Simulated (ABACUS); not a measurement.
# Sb (R-3m) in ABACUS: notebook, part 2 of 2

ABACUS 3.10.1. The steps go on from the part before.

**3. Equation of state, r2SCAN, 28.39 Å³/atom (volume scaled by 0.94)**

Input file run_abacus.py:

```python
"""ABACUS run from a structure file: ASE reads it, the script writes STRU, KPT and INPUT."""
import re
import subprocess
import spglib
from ase import Atoms
from ase.io import read
from ase.units import Bohr

atoms = read("Sb.cif")
cell, frac, numbers = spglib.standardize_cell((atoms.cell[:], atoms.get_scaled_positions(), atoms.numbers), to_primitive=True, symprec=1e-4)
atoms = Atoms(numbers=numbers, cell=cell, scaled_positions=frac, pbc=True)  # the primitive cell
atoms = atoms[(-atoms.numbers).argsort(kind="stable")]  # ABACUS lists atoms element by element
pseudo = {'Sb': 'Sb_ONCV_PBE-1.2.upf'}
orbital = {}
magmoms = None
kmesh = [5, 5, 5]
params = {
    'suffix': 'Sb',
    'calculation': 'scf',
    'basis_type': 'pw',
    'pseudo_dir': './',
    'symmetry': 1,
    'dft_functional': 'MGGA_X_R2SCAN+MGGA_C_R2SCAN',
    'ecutwfc': 94,
    'pseudo_rcut': 10,
    'nspin': 1,
    'nbands': 19,
    'ks_solver': 'dav',
    'smearing_method': 'fd',
    'smearing_sigma': 0.00367493,
    'scf_thr': 1e-08,
    'scf_nmax': 100,
    'mixing_type': 'broyden',
    'mixing_beta': 0.7,
    'cal_force': 1,
    'cal_stress': 1,
    'mixing_tau': 1,
    'kpar': 4,
}

symbols = atoms.get_chemical_symbols()
elements = list(dict.fromkeys(symbols))
lines = ["ATOMIC_SPECIES"] + [f"{e} {atoms.get_masses()[symbols.index(e)]:.4f} {pseudo[e]}" for e in elements]
if orbital:
    lines += ["", "NUMERICAL_ORBITAL"] + [orbital[e] for e in elements]
lines += ["", "LATTICE_CONSTANT", f"{1 / Bohr:.10f}", "", "LATTICE_VECTORS"]
lines += [" ".join(f"{x:.10f}" for x in v) for v in atoms.cell]
lines += ["", "ATOMIC_POSITIONS", "Direct"]
for e in elements:
    lines += ["", e, "0.0", str(symbols.count(e))]
    for i, p in enumerate(atoms.get_scaled_positions(wrap=False)):
        if symbols[i] == e:
            mag = "" if magmoms is None else " mag " + " ".join(str(x) for x in (magmoms[i] if isinstance(magmoms[i], list) else [magmoms[i]]))
            lines.append(" ".join(f"{x:.10f}" for x in p) + " 1 1 1" + mag)
open("STRU", "w").write("\n".join(lines) + "\n")
open("KPT", "w").write("K_POINTS\n0\nGamma\n%d %d %d 0 0 0\n" % tuple(kmesh))
open("INPUT", "w").write("INPUT_PARAMETERS\n" + "".join(f"{k:<20s}{v}\n" for k, v in params.items()))

done = subprocess.run(['mpirun', '-np', '4', 'abacus'])
if done.returncode:
    raise SystemExit(done.returncode)
log = open("OUT.Sb/running_scf.log").read()
print("final energy (eV):", re.findall(r"FINAL_ETOT_IS (\S+)", log))
```

Input file Sb.cif:

```cif
data_Sb
_cell_length_a 4.22044879
_cell_length_b 4.22044879
_cell_length_c 11.04385379
_cell_angle_alpha 90.00000000
_cell_angle_beta 90.00000000
_cell_angle_gamma 120.00000000
_space_group_name_H-M_alt 'R-3m'
_space_group_name_Hall '-R 3 2"'
_space_group_IT_number 166
loop_
_space_group_symop_operation_xyz
'x,y,z'
'-x,-y,-z'
'-y,x-y,z'
'y,-x+y,-z'
'-x+y,-x,z'
'x-y,x,-z'
'y,x,-z'
'-y,-x,z'
'x-y,-y,-z'
'-x+y,y,z'
'-x,-x+y,-z'
'x,x-y,z'
'x+2/3,y+1/3,z+1/3'
'-x+2/3,-y+1/3,-z+1/3'
'-y+2/3,x-y+1/3,z+1/3'
'y+2/3,-x+y+1/3,-z+1/3'
'-x+y+2/3,-x+1/3,z+1/3'
'x-y+2/3,x+1/3,-z+1/3'
'y+2/3,x+1/3,-z+1/3'
'-y+2/3,-x+1/3,z+1/3'
'x-y+2/3,-y+1/3,-z+1/3'
'-x+y+2/3,y+1/3,z+1/3'
'-x+2/3,-x+y+1/3,-z+1/3'
'x+2/3,x-y+1/3,z+1/3'
'x+1/3,y+2/3,z+2/3'
'-x+1/3,-y+2/3,-z+2/3'
'-y+1/3,x-y+2/3,z+2/3'
'y+1/3,-x+y+2/3,-z+2/3'
'-x+y+1/3,-x+2/3,z+2/3'
'x-y+1/3,x+2/3,-z+2/3'
'y+1/3,x+2/3,-z+2/3'
'-y+1/3,-x+2/3,z+2/3'
'x-y+1/3,-y+2/3,-z+2/3'
'-x+y+1/3,y+2/3,z+2/3'
'-x+1/3,-x+y+2/3,-z+2/3'
'x+1/3,x-y+2/3,z+2/3'
loop_
_atom_site_label
_atom_site_type_symbol
_atom_site_symmetry_multiplicity
_atom_site_Wyckoff_symbol
_atom_site_fract_x
_atom_site_fract_y
_atom_site_fract_z
_atom_site_occupancy
Sb1 Sb 6 c 0.0000000000 0.0000000000 0.7665100000 1
```

Potentials or basis: SG15 ONCV 1.2 PBE, plane waves.

The run is started by

```
$ OMP_NUM_THREADS=1 python run_abacus.py > log
```

running log:

```text
ABACUS v3.10.1

               Atomic-orbital Based Ab-initio Computation at UStc

 ------------------------------------------------------------------------------------

 READING GENERAL INFORMATION
                           global_out_dir = OUT.Sb/
                           global_in_card = INPUT
                               pseudo_dir = ./
                              orbital_dir =
                                    DSIZE = 4
                                    GSIZE = 1

 READING UNITCELL INFORMATION
                                    ntype = 1
                  lattice constant (Bohr) = 1.88973
              lattice constant (Angstrom) = 1

 READING ATOM TYPE 1
                               atom label = Sb
[... 313 lines left out ...]
 final etot is -3819.930077 eV
 EFERMI = 13.325163155 eV

 STATE ENERGY(eV) AND OCCUPATIONS    NSPIN == 1
 1/5 kpoint (Cartesian) = 0.0000 0.0000 0.0000 (5907 pws)
       1       -16.1712      0.0160000
       2       -16.1712      0.0160000
       3       -16.0276      0.0160000
       4       -16.0276      0.0160000
       5       -15.9861      0.0160000
       6       -15.8506      0.0160000
[... 95 lines left out ...]
      18        16.4497    1.39403e-28
      19        17.7875    3.34311e-40

------------------------------------------------------------------------------------------
 TOTAL-FORCE (eV/Angstrom)
------------------------------------------------------------------------------------------
                       Sb1         0.0000000000         0.0000000000        -0.0461930554
                       Sb2         0.0000000000         0.0000000000         0.0461930554
------------------------------------------------------------------------------------------

----------------------------------------------------------------
 TOTAL-STRESS (KBAR)
----------------------------------------------------------------
        48.3596301370         0.0000000000        -0.0000000000
        -0.0000000000        48.3596301373        -0.0000000000
        -0.0000000000         0.0000000000        34.5058096863
----------------------------------------------------------------
 TOTAL-PRESSURE: 43.741690 KBAR

 --------------------------------------------
 !FINAL_ETOT_IS -3819.9300769662463608 eV
 --------------------------------------------
```

INPUT:

```text
INPUT_PARAMETERS
suffix              Sb
calculation         scf
basis_type          pw
pseudo_dir          ./
symmetry            1
dft_functional      MGGA_X_R2SCAN+MGGA_C_R2SCAN
ecutwfc             94
pseudo_rcut         10
nspin               1
nbands              19
ks_solver           dav
smearing_method     fd
smearing_sigma      0.00367493
scf_thr             1e-08
scf_nmax            100
mixing_type         broyden
mixing_beta         0.7
cal_force           1
cal_stress          1
mixing_tau          1
kpar                4
```

Run time: 70 s. Hardware: 4 MPI ranks of Intel Xeon Platinum 8259CL at 2.50GHz (Skylake/Cascade Lake), shared host; peak memory 0.56 GiB.

What came out:

```
Free energy            : -3819.9301 eV
Pressure               : 4.4 GPa
Largest force          : 0.046 eV/Å
Band gap on the k mesh : 0.41 eV, indirect (least direct gap 0.69 eV)
```

Caveat: the potentials were made for another functional, which shifts forces and pressure; spin-orbit coupling is left out, which moves the levels of the heavy elements; an odd mesh through Γ misses points on the zone boundary, where band edges often lie.

**4. Equation of state, r2SCAN, 29.60 Å³/atom (volume scaled by 0.98)**

run_abacus.py is that of step 3.

Changes to Sb.cif since step 3:

```diff
@@ -1,5 +1,5 @@
 data_Sb
-_cell_length_a 4.22044879
-_cell_length_b 4.22044879
-_cell_length_c 11.04385379
+_cell_length_a 4.27948369
+_cell_length_b 4.27948369
+_cell_length_c 11.19833329
 _cell_angle_alpha 90.00000000
```

The run is started by

```
$ OMP_NUM_THREADS=1 python run_abacus.py > log
```

It took 69 s on 4 MPI ranks of Intel Xeon Platinum 8259CL at 2.50GHz (Skylake/Cascade Lake), shared host; peak memory 0.56 GiB.

The run converged. Its results:

* Free energy: -3819.9728 eV
* Pressure: 1.4 GPa
* Largest force: 0.181 eV/Å
* Band gap on the k mesh: 0.41 eV, indirect (least direct gap 0.64 eV)

Caveat: the potentials were made for another functional, which shifts forces and pressure; spin-orbit coupling is left out, which moves the levels of the heavy elements; an odd mesh through Γ misses points on the zone boundary, where band edges often lie.

**5. Equation of state, r2SCAN, 30.81 Å³/atom (volume scaled by 1.02)**

run_abacus.py is that of step 4.

Changes to Sb.cif since step 4:

```diff
@@ -1,5 +1,5 @@
 data_Sb
-_cell_length_a 4.27948369
-_cell_length_b 4.27948369
-_cell_length_c 11.19833329
+_cell_length_a 4.33693328
+_cell_length_b 4.33693328
+_cell_length_c 11.34866443
 _cell_angle_alpha 90.00000000
```

The run is started by

```
$ OMP_NUM_THREADS=1 python run_abacus.py > log
```

It took 70 s on 4 MPI ranks of Intel Xeon Platinum 8259CL at 2.50GHz (Skylake/Cascade Lake), shared host; peak memory 0.56 GiB.

It converged, with:

| Quantity | Value |
| --- | --- |
| Free energy | -3819.9752 eV |
| Pressure | -1.0 GPa |
| Largest force | 0.378 eV/Å |
| Band gap on the k mesh | 0.40 eV, indirect (least direct gap 0.53 eV) |

Caveat: the potentials were made for another functional, which shifts forces and pressure; spin-orbit coupling is left out, which moves the levels of the heavy elements; an odd mesh through Γ misses points on the zone boundary, where band edges often lie.

**6. Equation of state, r2SCAN, 32.02 Å³/atom (volume scaled by 1.06)**

run_abacus.py is that of step 5.

Changes to Sb.cif since step 5:

```diff
@@ -1,5 +1,5 @@
 data_Sb
-_cell_length_a 4.33693328
-_cell_length_b 4.33693328
-_cell_length_c 11.34866443
+_cell_length_a 4.39289988
+_cell_length_b 4.39289988
+_cell_length_c 11.49511496
 _cell_angle_alpha 90.00000000
@@ -57,2 +57,2 @@
 _atom_site_occupancy
-Sb1 Sb 6 c 0.0000000000 0.0000000000 0.7665100000 1
+Sb1 Sb 6 c 0.6666666667 0.3333333333 0.0998433333 1
```

Potentials or basis: SG15 ONCV 1.2 PBE, plane waves.

The run is started by

```
$ OMP_NUM_THREADS=1 python run_abacus.py > log
```

Run time: 71 s. Hardware: 4 MPI ranks of Intel Xeon Platinum 8259CL at 2.50GHz (Skylake/Cascade Lake), shared host; peak memory 0.56 GiB.

It converged, with:

* Free energy: -3819.9456 eV
* Pressure: -2.9 GPa
* Largest force: 0.549 eV/Å
* Band gap on the k mesh: 0.38 eV, indirect (least direct gap 0.44 eV)

Caveat: the potentials were made for another functional, which shifts forces and pressure; spin-orbit coupling is left out, which moves the levels of the heavy elements; an odd mesh through Γ misses points on the zone boundary, where band edges often lie.

**7. Equation of state, r2SCAN**

This step only gathers the single runs of the series.

What came out:

```
Equilibrium volume                        : 30.28 Å³/atom
Bulk modulus at fixed shape and positions : 59 GPa
Pressure derivative of the bulk modulus   : 4.7 (rough: it moves with the points fitted)
```

Energy against volume, from the lowest point:
```tsv
volume (Å³/atom)	energy (meV/atom)
28.393	22.58
29.602	1.22
30.810	0.00
32.018	14.84
```

Caveat: the cell was scaled at fixed shape and fractional positions, which overstates the stiffness of a crystal with free parameters, most of all of layers and chains; the potentials were made for another functional, which shifts forces and pressure. The run has no spin-orbit coupling, so splittings on Sb are missing.
